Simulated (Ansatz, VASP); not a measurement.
# Two plane-wave programs on N

```
N
1.0
     2.53079    0.00000    0.00000
    -1.26539    2.19173    0.00000
     0.00000    0.00000    2.41365
N
2
Direct
  0.66667 0.33333 0.25000
  0.33333 0.66667 0.75000
```

Alike in both runs: task relaxation of shape and atoms at fixed volume; functional PBE; dispersion D3(BJ); k mesh 18 × 18 × 16; occupations gaussian, width 0.1 eV; no spin polarisation.

```csv
,VASP,Ansatz
version,VASP 6.6.1,Ansatz 0.2.0
potentials or method,"VASP PAW PBE potentials, release 64 (N)","scalar-relativistic, plane waves, PAW"
plane-wave cutoff (eV),600,420
valence electrons in the cell,10,10
```

|  | VASP | Ansatz | Ansatz less VASP |
| --- | --- | --- | --- |
| gap on the k mesh at the Fermi level, each at its own relaxed structure (eV) | none | none | - |
| relaxed volume (Å³/atom) | 6.69 | 6.69 | 0.000 |
| relaxed cell length with the largest relative difference (Å) | 2.418 | 2.418 | -0.0005 |

A gap of «none» marks a metal or a gap that the smearing closes.

Caveats: pairwise dispersion overbinds metals, which lowers pressure and volume.
